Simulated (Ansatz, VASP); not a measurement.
**Two plane-wave programs on Pd**

File INCAR:

```
ALGO = Normal
EDIFF = 1E-7
EDIFFG = -0.02
ENCUT = 630
GGA = PE
IBRION = 2
ISIF = 3
ISMEAR = -1
LASPH = True
LCHARG = False
LREAL = False
LWAVE = False
NELM = 100
NSW = 60
PREC = Accurate
SIGMA = 0.05
```

The input KPOINTS:

```
k-points
0
Gamma
  12 12 12
```

POSCAR

```
Pd
1.0
    0.0000000000      1.9465000000      1.9465000000
    1.9465000000      0.0000000000      1.9465000000
    1.9465000000      1.9465000000      0.0000000000
Pd
1
Direct
    0.0000000000      0.0000000000      0.0000000000
```

input.yaml

```yaml
crystal:
  lattice:
    - [0.0, 1.9465, 1.9465]
    - [1.9465, 0.0, 1.9465]
    - [1.9465, 1.9465, 0.0]
  atoms:
    - { symbol: Pd, position: [0.0, 0.0, 0.0] }
hamiltonian:
  xc: pbe
  pseudopotentials: { kind: paw }
kpoints:
  mp_grid: { grid: [12, 12, 12] }
scf:
  occupations: { method: fermi_dirac, width: 0.05 }
output:
  forces: true
  stress: true
  eigenvalues: true
relax:
  f_tol: 0.01
  max_steps: 40
  cell: { stress_tol: 0.05 }
```

Alike in both runs: task relaxation of cell and atoms; functional PBE; k mesh 12 × 12 × 12; occupations fermi-dirac, width 0.05 eV; no spin polarisation.

|  | VASP | Ansatz |
| --- | --- | --- |
| version | VASP 6.6.1 | Ansatz 0.2.0 |
| potentials or method | VASP PAW PBE potentials, release 64 (Pd_GW) | Ansatz PAW |
| plane-wave cutoff (eV) | 630 | 420 |
| valence electrons in the cell | 10 | 18 |

Ansatz gave:

| Quantity | Value |
| --- | --- |
| gap on the k mesh at the Fermi level, each at its own relaxed structure (eV) | none |
| relaxed volume (Å³/atom) | 15.31 |
| relaxed cell length with the largest relative difference (Å) | 2.787 |
| energy change over the relaxation (meV/atom) | -12 |

Estimate VASP's values.

gap on the k mesh at the Fermi level, each at its own relaxed structure (eV): none; relaxed volume (Å³/atom): 15.22; relaxed cell length with the largest relative difference (Å): 2.782; energy change over the relaxation (meV/atom): -8.

A gap of «none» marks a metal or a gap that the smearing closes. The two sets of potentials don't hold the same shells in valence.

Caveats: the plane-wave basis is chosen anew once the cell has moved, so the energies of steps on either side of that aren't comparable (Ansatz). PBE usually gives volumes a little too large and moduli too small. Zero-point motion and thermal expansion aren't in these numbers.
